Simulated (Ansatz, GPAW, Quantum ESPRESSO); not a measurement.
## One calculation of AlPt, 4 ways

```xyz
2
Lattice="3.0915 0.0000 0.0000 0.0000 3.0915 0.0000 0.0000 0.0000 3.0915" Properties=species:S:1:pos:R:3 pbc="T T T"
Pt    1.5458    1.5458    1.5458
Al    0.0000    0.0000    0.0000
```

Measurements of this composition are mostly on another form, of space group No. 198.

Alike in all runs: task band structure; functional PBEsol; k mesh 9 × 9 × 9; occupations fermi-dirac, width 0.05 eV; no spin polarisation; no spin-orbit coupling. Pressure is positive in compression and, in plane waves, holds the error of the finite cutoff, which Ansatz's Pulay term estimates and takes out.

```tsv
program and potentials	plane-wave cutoff (eV)	notes	pressure (GPa)
Quantum ESPRESSO, GBRV 1.5 PBEsol	612	9.5 valence electrons an atom on average	-6.23
Ansatz, PAW datasets made for the crystal	260	6.5 valence electrons an atom on average	-5.71
GPAW, PAW data sets generated for this functional	600	9.5 valence electrons an atom on average	-5.20
Ansatz, all-electron LAPW, scalar-relativistic	-	-	-5.71
```

The pressure spans -6.23 (Quantum ESPRESSO, GBRV 1.5 PBEsol) to -5.20 GPa (GPAW, PAW data sets generated for this functional), with all-electron results at -5.71.

The functional is the same throughout but for its coding, so the spread measures potentials, basis and numerics; runs on potential files found faulty are left out.

All four runs put the CsCl-type cell under tension, so PBEsol favours a smaller volume for this structure than the one used. The cell probably comes from a functional that binds less tightly, such as PBE, since PBEsol usually shortens the lattices of metals and intermetallics.

The two Ansatz runs agree at -5.71 GPa although the PAW one has the fewest valence electrons. Leaving platinum's semicore p shell in the core therefore does no visible harm to the pressure here, though errors may partly cancel. Nor does valence count order the results: Quantum ESPRESSO and GPAW treat equally many electrons, yet fall on opposite sides of the all-electron value. An incomplete plane-wave basis normally makes the pressure too negative, which could contribute to the Quantum ESPRESSO offset but not to GPAW's, where the dataset is a likelier source.

The tension at one volume says nothing about whether the CsCl-type arrangement is lower in energy than the measured form, which would need the energies of both, each relaxed.
